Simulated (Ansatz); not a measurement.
MnS (P6_3mc)

The calculation used DFT r2SCAN, scalar-relativistic, plane waves, PAW (Ansatz).

Plane waves to 500 eV, a k mesh through Γ of 12×12×4 on the computed 4-atom cell and Gaussian smearing (0.02 eV); collinear spin from starting moments 4.76 4.76 0.12 0.12 μB.

The structure is relaxed at this level of theory with its symmetry kept. This wurtzite form isn't the usual stable structure of the compound.

```xyz
4
Lattice="4.0101 0.0000 0.0000 -2.0050 3.4728 0.0000 0.0000 0.0000 6.4632" Properties=species:S:1:pos:R:3 pbc="T T T"
Mn    0.0000    2.3152    0.0195
Mn    2.0050    1.1576    3.2511
S     0.0000    2.3152    2.4688
S     2.0050    1.1576    5.7004
```

* Space group: P6_3mc (No. 186)
* Volume per atom: 22.50 Å³
* Formation energy from the elements' standard states (uncorrected): -1.085 eV/atom
* Generalised Kohn–Sham band gap: 0.90 eV, indirect from Γ to (0.000, 0.391, 0.000)
* Löwdin character of the top 1 eV of the valence band: S 3p 62 %, Mn 3d 35 %
* Löwdin character of the lowest 1 eV of the conduction band: Mn 3d 87 %, unprojected 10 %
* Electron masses at the edge by Cartesian direction of the standard setting (m_e; degenerate bands sorted by energy; no spin-orbit coupling): x: 2.0; y: 1.4; z: 1.3
* Hole masses at the edge by Cartesian direction of the standard setting (m_e; degenerate bands sorted by energy; no spin-orbit coupling): x: 1.3, 0.20; y: 1.3, 0.20; z: 1.4, 1.4
* Bader charges (e): Mn (2 in the cell) 1.25, S (2 in the cell) -1.25
* Total moment: 10.00 μB per cell
* Site moments (μB; atoms counted from 1 over the whole cell): Mn (atom 1) 4.33, Mn (atom 2) 4.33, S (atom 3) 0.11, S (atom 4) 0.11

The state reached may not be the lowest one. The run saw a state lower than the one given here.

Only this magnetic start was tried.

Cost: 3 runs of about 11 core-minutes in all, on Intel Xeon Processor @ 2.50GHz (Skylake/Cascade Lake) (shared hosts).